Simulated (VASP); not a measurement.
Level of theory: PBEsol GGA, VASP's PBE PAW potentials (set 64) (plane waves; VASP).

A VASP calculation is set up with these files.

### KPOINTS
```
kpoints
0
gamma
6 6 5
0 0 0
```

**INCAR**
```
ALGO = Normal
EDIFF = 1E-6
EDIFFG = -0.02
ENCUT = 520
GGA = PS
IBRION = 2
ISIF = 3
ISMEAR = 0
LASPH = T
LCHARG = F
LREAL = F
LWAVE = F
NELM = 100
NSW = 60
PREC = Accurate
SIGMA = 0.05
SYSTEM = Li3N
```

POSCAR:
```
Li3N
1.0
  1.8060453801  -3.1281626268   0.0000000000
  1.8060453801   3.1281626268   0.0000000000
  0.0000000000   0.0000000000   3.8475747633
Li N
3 1
direct
  0.3333330000   0.6666670000   0.0000000000
  0.6666670000   0.3333330000   0.0000000000
  0.0000000000   0.0000000000   0.5000000000
  0.0000000000   0.0000000000   0.0000000000
```

POTCAR, in this order: Li_sv N (PBE.64 set). Program: vasp_std.

Output

OUTCAR:
```
 ion  position               nearest neighbor table
   1  0.333  0.667  0.000-   2 2.09   2 2.09   4 2.09   4 2.09   4 2.09   2 2.09
   2  0.667  0.333  0.000-   1 2.09   1 2.09   4 2.09   4 2.09   4 2.09   1 2.09
   3  0.000  0.000  0.500-   4 1.92   4 1.92
   4  0.000  0.000  0.000-   3 1.92   3 1.92   1 2.09   2 2.09   2 2.09   1 2.09   2 2.09   1 2.09
  LATTYP: Found a hexagonal cell.
 ALAT       =     3.6120909920
 C/A-ratio  =     1.0651932002
 Subroutine PRICEL returns:
 Original cell was already a primitive cell.
 Subroutine GETGRP returns: Found 24 space group operations
The static configuration has the point symmetry D_6h.
The dynamic configuration has the point symmetry D_6h.
 Subroutine INISYM returns: Found 24 space group operations
 Subroutine IBZKPT returns following result:
 Found     21 irreducible k-points:

 Following reciprocal coordinates:
            Coordinates               Weight
  0.000000  0.000000  0.000000      1.000000
  0.166667  0.000000  0.000000      6.000000
  0.333333  0.000000  0.000000      6.000000
  0.500000  0.000000  0.000000      3.000000
  0.166667  0.166667  0.000000      6.000000
  0.333333  0.166667  0.000000     12.000000
  0.333333  0.333333  0.000000      2.000000
  0.000000  0.000000  0.200000      2.000000
  0.166667  0.000000  0.200000     12.000000
  0.333333  0.000000  0.200000     12.000000
  0.500000  0.000000  0.200000      6.000000
  0.166667  0.166667  0.200000     12.000000
  0.333333  0.166667  0.200000     24.000000
  0.333333  0.333333  0.200000      4.000000
  0.000000  0.000000  0.400000      2.000000
  0.166667  0.000000  0.400000     12.000000
  0.333333  0.000000  0.400000     12.000000
  0.500000  0.000000  0.400000      6.000000
  0.166667  0.166667  0.400000     12.000000
  0.333333  0.166667  0.400000     24.000000
  0.333333  0.333333  0.400000      4.000000
   k-points           NKPTS =     21   k-points in BZ     NKDIM =     21   number of bands    NBANDS=     11
   number of dos      NEDOS =    301   number of ions     NIONS =      4
   total plane-waves  NPLWV =  23520
   dimension x,y,z NGX =    28 NGY =   28 NGZ =   30
   dimension x,y,z NGXF=    56 NGYF=   56 NGZF=   60
   ions per type =               3   1
   PREC   = accura    normal or accurate (medium, high low for compatibility)
   ISTART =      0    job   : 0-new  1-cont  2-samecut
   ICHARG =      2    charge: 1-file 2-atom 10-const
   ISPIN  =      1    spin polarized calculation?
   LNONCOLLINEAR =      F non collinear calculations
   LSORBIT =      F    spin-orbit coupling
   INIWAV =      1    electr: 0-lowe 1-rand  2-diag
   ENCUT  =  520.0 eV  38.22 Ry    6.18 a.u.   6.72  6.72  7.15*2*pi/ulx,y,z
   NELM   =    100;   NELMIN=  2; NELMDL= -5     # of ELM steps
   EDIFF  = 0.1E-05   stopping-criterion for ELM
   LREAL  =      F    real-space projection
   NLSPLINE    = F    spline interpolate recip. space projectors
   LMAXMIX     =    2 max onsite mixed and CHGCAR
   VOSKOWN=      0    Vosko Wilk Nusair interpolation
   EDIFFG = -.2E-01   stopping-criterion for IOM
   NSW    =     60    number of steps for IOM
   NBLOCK =      1;   KBLOCK =     60    inner block; outer block
   IBRION =      2    ionic relax: 0-MD 1-quasi-New 2-CG
   NFREE  =      1    steps in history (QN), initial steepest desc. (CG)
   ISIF   =      3    stress and relaxation
   ISYM   =      2    0-nonsym 1-usesym 2-fastsym
   TEIN   =    0.0    initial temperature
   TEBEG  =    0.0;   TEEND  =   0.0 temperature during run
   SMASS  =  -3.00    Nose mass-parameter (am)
   PSTRESS=    0.0 pullay stress
   NELECT =      14.0000    total number of electrons
   EFERMI =   0.00;   METHOD = LEGACY
   ISMEAR =     0;   SIGMA  =   0.05  broadening in eV -4-tet -1-fermi 0-gaus
   IALGO  =     38    algorithm
...
```

### OSZICAR
```
       N       E                     dE             d eps       ncg     rms          rms(c)
DAV:   1     0.530505531166E+02    0.53051E+02   -0.67583E+03   462   0.137E+03
DAV:   2    -0.109229994855E+02   -0.63974E+02   -0.59939E+02   599   0.253E+02
DAV:   3    -0.196124366691E+02   -0.86894E+01   -0.86505E+01   752   0.757E+01
DAV:   4    -0.200792799937E+02   -0.46684E+00   -0.46658E+00   694   0.176E+01
DAV:   5    -0.200888209649E+02   -0.95410E-02   -0.95405E-02   648   0.244E+00    0.946E+00
DAV:   6    -0.163838656615E+02    0.37050E+01   -0.23011E+01   533   0.225E+01    0.441E+00
DAV:   7    -0.162207402163E+02    0.16313E+00   -0.14624E+00   621   0.718E+00    0.226E+00
DAV:   8    -0.161327634562E+02    0.87977E-01   -0.39410E-01   534   0.496E+00    0.107E+00
DAV:   9    -0.161232278242E+02    0.95356E-02   -0.54617E-02   610   0.150E+00    0.326E-01
DAV:  10    -0.161239257667E+02   -0.69794E-03   -0.40111E-03   598   0.403E-01    0.807E-02
DAV:  11    -0.161237084591E+02    0.21731E-03   -0.15453E-03   564   0.192E-01    0.271E-02
DAV:  12    -0.161237115490E+02   -0.30900E-05   -0.13363E-04   603   0.752E-02    0.125E-02
DAV:  13    -0.161237075440E+02    0.40051E-05   -0.30227E-05   596   0.310E-02    0.194E-03
DAV:  14    -0.161237073292E+02    0.21481E-06   -0.10940E-06   449   0.967E-03
   1 F= -.16123707E+02 E0= -.16123707E+02  d E =-.161237E+02
```

### OUTCAR
```
------------------------ aborting loop because EDIFF is reached ----------------------------------------
  FORCE on cell =-STRESS in cart. coord.  units (eV):
  Direction    XX          YY          ZZ          XY          YZ          ZX
  --------------------------------------------------------------------------------------
  Total       -0.0305136     -0.0305136      0.0067087      0.0000000     -0.0000000      0.0000000
  in kB       -1.1245260     -1.1245262      0.2472386      0.0000000     -0.0000000      0.0000000
  external PRESSURE =      -0.6672712 kB  Pullay stress =       0.0000000 kB
  volume of cell :       43.47
      direct lattice vectors                 reciprocal lattice vectors
     1.806045380 -3.128162627  0.000000000     0.276847972 -0.159838237  0.000000000
     1.806045380  3.128162627  0.000000000     0.276847972  0.159838237  0.000000000
     0.000000000  0.000000000  3.847574763     0.000000000  0.000000000  0.259903981
 POSITION                                       TOTAL-FORCE (eV/Angst)
 -----------------------------------------------------------------------------------
      1.80605      1.04272      0.00000         0.000000     -0.000000      0.000000
      1.80605     -1.04272      0.00000        -0.000000      0.000000      0.000000
      0.00000      0.00000      1.92379         0.000000     -0.000000      0.000000
      0.00000      0.00000      0.00000        -0.000000     -0.000000      0.000000
 -----------------------------------------------------------------------------------
    total drift:                                0.000000     -0.000000      0.000000
  FREE ENERGIE OF THE ION-ELECTRON SYSTEM (eV)
  ---------------------------------------------------
  free  energy   TOTEN  =       -16.1237073292 eV

  energy  without entropy=      -16.1237073292  energy(sigma->0) =      -16.12370733

 reached required accuracy - stopping structural energy minimisation
```
(Selected blocks of OUTCAR.)

The compound is Li3N in the alpha structure. It was relaxed first. The start is the result of an earlier pass.
